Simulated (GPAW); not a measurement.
Here is a GPAW 26.7.0 calculation.

Contents of run.py:

```python
from ase import Atoms
from ase.filters import FrechetCellFilter
from ase.io import write
from ase.optimize import BFGS
from ase.units import GPa
from gpaw import GPAW, PW, setup_paths

setup_paths.insert(0, '.')

atoms = Atoms(['Mo'],
              cell=[[-1.5838089719, 1.5838089719, 1.5838089719],
                    [1.5838089719, -1.5838089719, 1.5838089719],
                    [1.5838089719, 1.5838089719, -1.5838089719]],
              scaled_positions=[[0.0, 0.0, 0.0]],
              pbc=True)

calc = GPAW(mode=PW(600),
            xc='PBEsol',
            kpts={'size': (12, 12, 12), 'gamma': True},
            occupations={'name': 'fermi-dirac', 'width': 0.05},
            nbands=16,
            convergence={'density': 1e-05, 'forces': 0.0001},
            maxiter=150,
            txt='gpaw.txt')
atoms.calc = calc
opt = BFGS(FrechetCellFilter(atoms, scalar_pressure=20 * GPa), trajectory='relax.traj', logfile='-')
done = opt.run(fmax=0.02, steps=60)
calc.write('gs.gpw')
write('result.traj', atoms)
print('Converged:', done)
print('Cell:', atoms.cell.cellpar().round(4))
print('Volume:', round(atoms.get_volume(), 4))
print(atoms.get_scaled_positions().round(5))
```

Potentials or basis: PAW data sets generated in the run's folder for this functional, pw.

Run with:

```console
$ gpaw-setup -f PBEsol Mo
$ OMP_NUM_THREADS=1 python run.py
```

Q: Predict the band gap on the k mesh.

A: None (metal or under the smearing width).

Q: Predict the space group after relaxing (to 0.05 Å).

A: Im-3m (No. 229).

Q: Estimate the relaxed volume.

A: 14.37 Å³/atom.

Q: What does it give for the relaxed cell?

A: a = 2.653 Å, b = 2.653 Å, c = 2.653 Å, α = 109.47°, β = 109.47°, γ = 109.47°.

Final structure:
```yaml
crystal:
  lattice:
    - [-1.53143, 1.53143, 1.53143]
    - [1.53143, -1.53143, 1.53143]
    - [1.53143, 1.53143, -1.53143]
  atoms:
    - { symbol: Mo, position: [0.00000, 0.00000, 0.00000] }
```

Caveat: later steps reuse the first step's grids.
